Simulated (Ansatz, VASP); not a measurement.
**Ta in VASP and in Ansatz**

```
Ta
1.0
     2.91760    0.00000    0.00000
    -1.45880    2.52672    0.00000
     0.00000    0.00000    5.25238
Ta
2
Direct
  0.33333 0.66667 0.25000
  0.66667 0.33333 0.75000
```

Alike in both runs: functional BLYP; k mesh 12 × 12 × 7; occupations fermi-dirac, width 0.1 eV; no spin polarisation.

Ansatz relaxed the structure, and its values are those at the end. VASP's run is a single point on that final structure, the one shown.

```csv
,VASP,Ansatz
version,VASP 6.6.1,Ansatz 0.2.0
potentials or method,"VASP PAW PBE potentials, release 64 (Ta_pv)","plane waves (420 eV) with PAW, scalar-relativistic"
plane-wave cutoff (eV),520,420
valence electrons in the cell,22,26
```

Ansatz gave:

```
pressure (GPa) : 0.0
```

Task: What did VASP give for the same quantities?

Result: Pressure (GPa): 0.8.

The two sets of potentials don't hold the same shells in valence.

Caveats: the PAW data sets were made with another functional, which shifts forces and pressure a little (VASP). The runs have no spin-orbit coupling, so splittings on Ta are missing.
